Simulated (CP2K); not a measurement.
Runs of CP2K 2026.2 on O. It takes space group C2/m (No. 12, monoclinic). Conventional cell: a = 5.703 Å, b = 3.325 Å, c = 4.363 Å, α = 90.00°, β = 123.29°, γ = 90.00°. Around O (site symmetry m) lie 1 O at 1.22 Å. 

```csv
level,cutoff of the non-local correlation (Ry),gap on the mesh (eV),pressure (GPa),largest force (eV/Å)
r2SCAN,-,none,(a),0.55
HLE16,-,none,-10.6,(b)
BLYP,-,none,1.8,1.70
BEEF-vdW,300,none,-0.5,0.74
LDA,-,none,-2.9,(c)
```

Alike in all rows: task single point; potentials or basis POTENTIAL_UZH O GTH-PBE-q6; TZVP-MOLOPT-PBE-GTH basis; no spin polarisation; cell as given; k mesh 10 × 10 × 7; smearing fermi-dirac 0.05 eV.

Task: Fill in the values left out.

Result: (a) -2.0; (b) 6.33; (c) 0.61.

Caveats: the potentials were made for another functional, which shifts forces and pressure; spin is off for a triplet molecule; the basis of atomic orbitals isn't converged, which shifts pressures, moduli and gaps; the potentials were made for a functional far from this one (some runs).

A gap of «none» marks a metal or a gap under the smearing width.

Runs at the PBE level aren't shown here.
